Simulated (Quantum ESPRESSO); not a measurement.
**Moving the choice of potentials or basis in Au**

The cell as given:

```
Au
1.0
     2.90000    0.00000    0.00000
    -1.45000    2.51147    0.00000
     0.00000    0.00000    4.88000
Au
2
Direct
  0.66667 0.33333 0.25000
  0.33333 0.66667 0.75000
```

This isn't the form of Au at room conditions, which is fcc.

Kept alike: task relaxation of cell and atoms; functional PBEsol; k mesh 11 × 11 × 6; occupations fermi-dirac, width 0.05 eV; no spin polarisation. Program: Quantum ESPRESSO. Cutoffs run from 612 to 1034 eV. The mesh is that of the run's cell of 2 atoms. No spin-orbit coupling.

| choice of potentials or basis | volume (Å³/atom) | third edge of the run's cell (Å) |
| --- | --- | --- |
| GBRV 1.5 PBEsol | 16.977 | 4.771 |
| PseudoDojo 0.4 SR PBEsol stringent | 16.986 | 4.773 |
| PseudoDojo 0.4.1 SR PBEsol standard | 16.986 | 4.773 |

The relaxations keep at least the cell's symmetry (P6_3/mmc). For a metal such a mesh leaves the last digits unconverged. Relaxations stop with a little pressure left, so the last digits of a volume or edge aren't settled.

Task: What does the choice of potentials or basis change here?

Result: The volume runs from 16.977 (GBRV 1.5 PBEsol) to 16.986 Å³/atom (PseudoDojo 0.4 SR PBEsol stringent; PseudoDojo 0.4.1 SR PBEsol standard). The third edge of the run's cell runs from 4.771 (GBRV 1.5 PBEsol) to 4.773 Å (PseudoDojo 0.4 SR PBEsol stringent; PseudoDojo 0.4.1 SR PBEsol standard).

The choice of potentials hardly matters for this hexagonal form of gold: volume and third edge agree so closely that the small offset of GBRV from the two PseudoDojo sets can't be read as a real difference in atomic size. This is expected when each potential reproduces the same scalar-relativistic 5d and 6s scattering, since these states govern the metallic bonding and the short-range repulsion that together set the volume. The identical PseudoDojo results may reflect nearly identical gold potentials in the two sets, so they are weaker evidence than two independent constructions would be.

Volume and edge together imply an axial ratio somewhat above the ideal value for close-packed spheres. Nothing in hexagonal symmetry fixes that ratio, and the slight stretch along the axis probably reflects the band structure of the filled d shell and the sp electrons rather than packing alone. The agreement supports the transferability of the potentials for this structure, but it doesn't test the accuracy of PBEsol itself, an error all three rows would share.
